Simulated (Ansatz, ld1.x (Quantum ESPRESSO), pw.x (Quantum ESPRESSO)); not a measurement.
# pw.x on bcc P: one setting changed

Potential: norm-conserving Troullier–Martins (Kleinman–Bylander form), ld1.x (Quantum ESPRESSO) 7.5, PBE; core [Ne], reference 3s2 3p3; waves: 3s (bound): rc 1.70 bohr; 3p (bound): rc 1.80 bohr; 3d channel at 0.05 Ry: rc 1.45 bohr; local part: all-electron potential smoothed inside 1.15 bohr (lloc = -1); core correction: a·sin(br)/r model core inside 1.20 bohr.

The reference run (k-mesh 15³, cutoffs 55/220 Ry, Fermi–Dirac 0.01 Ry, mixing_beta 0.4, conv_thr 1e-9, no spin) gives -1.40 GPa at 14.308 Å³/atom, where all-electron LAPW gives -0.58 GPa. This run, with its own iteration cap, changes smearing to mv.

```
&control
  calculation='scf', prefix='x', pseudo_dir='./', outdir='./tmp', tstress=.true., disk_io='none'
/
&system
  ibrav=0, nat=1, ntyp=1, ecutwfc=55, ecutrho=220, nbnd=9,
  occupations='smearing', smearing='mv', degauss=0.01
/
&electrons
  conv_thr=1e-09, mixing_beta=0.4, electron_maxstep=50
/
ATOMIC_SPECIES
P 1.0 P.UPF
CELL_PARAMETERS angstrom
  -1.52934798 1.52934798 1.52934798
  1.52934798 -1.52934798 1.52934798
  1.52934798 1.52934798 -1.52934798
ATOMIC_POSITIONS crystal
P 0.0000 0.0000 0.0000
K_POINTS automatic
15 15 15 0 0 0
```

```bash
pw.x < P.scf.in > P.scf.out
```

Task: How does the run end?

Result: It converges in 6 iterations; the free energy moves by +15.7 meV/atom and the pressure by -0.22 GPa. This scheme is built to cancel the term in the square of the width that Fermi–Dirac smearing leaves in the F of a metal.

```
Message from routine setup:
     using ibrav=0 with symmetry is DISCOURAGED, use correct ibrav instead
     lattice parameter (alat)  =       5.0057  a.u.
     unit-cell volume          =      96.5552 (a.u.)^3
     number of electrons       =         5.00
     number of Kohn-Sham states=            9
     kinetic-energy cutoff     =      55.0000  Ry
     charge density cutoff     =     220.0000  Ry
     scf convergence threshold =      1.0E-09
     Exchange-correlation= PBE
     number of k points=   120  Marzari-Vanderbilt smearing, width (Ry)=  0.0100
     iteration #  1     ecut=    55.00 Ry     beta= 0.40
     total energy              =     -13.83805467 Ry
     estimated scf accuracy    <       0.00213994 Ry
     iteration #  2     ecut=    55.00 Ry     beta= 0.40
     total energy              =     -13.83800739 Ry
     estimated scf accuracy    <       0.00062250 Ry
     iteration #  3     ecut=    55.00 Ry     beta= 0.40
     total energy              =     -13.83805684 Ry
     estimated scf accuracy    <       0.00001158 Ry
     iteration #  4     ecut=    55.00 Ry     beta= 0.40
     c_bands:  1 eigenvalues not converged
     total energy              =     -13.83806122 Ry
     estimated scf accuracy    <       0.00000009 Ry
     iteration #  5     ecut=    55.00 Ry     beta= 0.40
     total energy              =     -13.83806130 Ry
     estimated scf accuracy    <       0.00000002 Ry
     iteration #  6     ecut=    55.00 Ry     beta= 0.40
     the Fermi energy is    11.2265 ev
!    total energy              =     -13.83806130 Ry
     estimated scf accuracy    <          2.3E-10 Ry
     smearing contrib. (-TS)   =      -0.00005035 Ry
     The total energy is F=E-TS. E is the sum of the following terms:
     one-electron contribution =       5.89611533 Ry
     hartree contribution      =       0.21035202 Ry
     xc contribution           =      -4.20411514 Ry
     ewald contribution        =     -15.74036316 Ry
     convergence has been achieved in   6 iterations
          total   stress  (Ry/bohr**3)                   (kbar)     P=      -16.16
     Message from routine punch:
     Nothing written, as per user request (disk_io='none')
```

The run took about 5.9 s on one core of a shared host (Neoverse-V2, 96 threads, 742 GiB, load 56).
